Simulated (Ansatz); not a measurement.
# WC: the cost of one run

All numbers below are computed with Ansatz 0.2.0 (DFT PBE+D3(BJ), plane waves, PAW, scalar-relativistic, no spin polarisation).

## 1. The starting structure

The cell holds 16 atoms (C8W8): a = 5.803 Å, b = 5.026 Å, c = 5.668 Å, α = 90.00°, β = 90.00°, γ = 90.00°.

As a file:

```xyz
16
Lattice="-2.9017 -5.0259 0.0000 4.3525 -2.5129 0.0000 0.0000 0.0000 5.6680" Properties=species:S:1:pos:R:3 pbc="T T T"
W     0.0000   -5.0259    0.0000
C     1.4509   -4.1882    1.4170
W     0.0000   -5.0259    2.8340
C     1.4509   -4.1882    4.2510
W    -1.4508   -2.5129    0.0000
C     0.0000   -1.6753    1.4170
W    -1.4508   -2.5129    2.8340
C     0.0000   -1.6753    4.2510
W     1.4508   -2.5129    0.0000
C     2.9017   -1.6753    1.4170
W     1.4508   -2.5129    2.8340
C     2.9017   -1.6753    4.2510
W     0.0000    0.0000    0.0000
C    -1.4508   -4.1882    1.4170
W     0.0000    0.0000    2.8340
C    -1.4508   -4.1882    4.2510
```

## 2. Run 1

210 steps of 0.75 fs under a Langevin thermostat at 2800 K.

The input, input.yaml:

```yaml
crystal:
  lattice:
    - [-2.9017, -5.025892, 0.0]
    - [4.35255, -2.512946, 0.0]
    - [0.0, 0.0, 5.668]
  atoms:
    - { symbol: W, position: [0.75, 0.5, 0.0] }
    - { symbol: C, position: [0.5, 0.6666667, 0.25] }
    - { symbol: W, position: [0.75, 0.5, 0.5] }
    - { symbol: C, position: [0.5, 0.6666667, 0.75] }
    - { symbol: W, position: [0.5, 0.0, 0.0] }
    - { symbol: C, position: [0.25, 0.1666667, 0.25] }
    - { symbol: W, position: [0.5, 0.0, 0.5] }
    - { symbol: C, position: [0.25, 0.1666667, 0.75] }
    - { symbol: W, position: [0.25, 0.5, 0.0] }
    - { symbol: C, position: [0.0, 0.6666667, 0.25] }
    - { symbol: W, position: [0.25, 0.5, 0.5] }
    - { symbol: C, position: [0.0, 0.6666667, 0.75] }
    - { symbol: W, position: [0.0, 0.0, 0.0] }
    - { symbol: C, position: [0.75, 0.1666667, 0.25] }
    - { symbol: W, position: [0.0, 0.0, 0.5] }
    - { symbol: C, position: [0.75, 0.1666667, 0.75] }
basis:
  ecutwfc: 420.0
kpoints:
  mp_grid: { grid: [2, 2, 2] }
hamiltonian:
  xc: pbe
  dispersion: d3bj
  pseudopotentials: { kind: paw, azcp: { folder: soft_1 } }
scf:
  occupations: { method: fermi_dirac, width: 0.24 }
  lower_state_search: "off"
md:
  timestep: 0.75
  n_steps: 210
  ensemble: nvt_langevin
  temperature: 2800.0
  initial_velocities: maxwell_boltzmann
  seed: 645228
  friction: 0.02
```

Started as:

```console
$ ansatz run input.yaml --threads 1 --pin off --max-ram 3072MiB --backend cpu --events-out ev --progress --plain --runs-dir out
```

**Question.** How long does this run take on 1 thread of Arm Neoverse V1, shared host, and how much memory does it need?

About 18 min, with a peak of 0.53 GiB.
